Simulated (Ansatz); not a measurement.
The cell is HfSiO₄ (I4_1/amd) from a database structure; cell and atoms were relaxed with r2SCAN. Space group I4_1/amd (No. 141), tetragonal; a = 6.582 Å, c = 5.972 Å in the conventional setting, 10.78 Å³ an atom. Around Hf lie 8 O at 2.12–2.26 Å; around Si lie 4 O at 1.62 Å; around O lie 1 Si at 1.62 Å and 2 Hf at 2.12–2.26 Å.

3 runs of the plane-wave code Ansatz on this cell differ in the functional (and in the settings that go with it). Levels are in eV from each run's valence top; v1 is the last filled band, c1 the first empty one.

Run A, mean stress 0.0 GPa (compression positive):
```tsv
point	v4	v3	v2	v1	c1	c2
Γ	-0.57	-0.57	-0.56	0.00	6.37	6.64
X	-0.92	-0.92	-0.59	-0.59	6.02	6.02
M	-1.10	-1.10	-0.88	-0.88	6.83	6.83
Z	-1.04	-1.04	-0.82	-0.82	6.74	6.91
P	-1.11	-1.11	-0.50	-0.50	6.02	6.02
N	-0.92	-0.83	-0.27	-0.18	6.26	6.41
```

Run B, mean stress -0.2 GPa (compression positive):
```tsv
point	v4	v3	v2	v1	c1	c2
Γ	-0.59	-0.55	-0.55	0.00	8.49	8.74
X	-0.95	-0.95	-0.62	-0.62	8.04	8.04
M	-1.13	-1.13	-0.88	-0.88	8.94	8.94
Z	-1.06	-1.06	-0.82	-0.82	8.85	9.03
P	-1.14	-1.14	-0.52	-0.52	8.04	8.04
N	-0.93	-0.87	-0.28	-0.16	8.34	8.45
```

Run C, mean stress -0.1 GPa (compression positive):
```tsv
point	v4	v3	v2	v1	c1	c2
Γ	-0.59	-0.55	-0.55	0.00	7.71	7.96
X	-0.94	-0.94	-0.62	-0.62	7.27	7.27
M	-1.13	-1.13	-0.88	-0.88	8.16	8.16
Z	-1.06	-1.06	-0.82	-0.82	8.06	8.24
P	-1.14	-1.14	-0.52	-0.52	7.26	7.26
N	-0.93	-0.87	-0.28	-0.16	7.56	7.67
```

Task: Match the runs to r2SCAN, HSE06, PBE0.

Result: A is r2SCAN, B is PBE0, C is HSE06. In order of the gap: r2SCAN 6.00, HSE06 7.24, PBE0 8.02 eV.

(Simulation; spin polarisation is off.)

Spin-orbit coupling is left out.

The stress of a hybrid is loosely converged in these runs.

The meshes of the hybrids are coarse, so their gaps aren't converged to the digits shown.
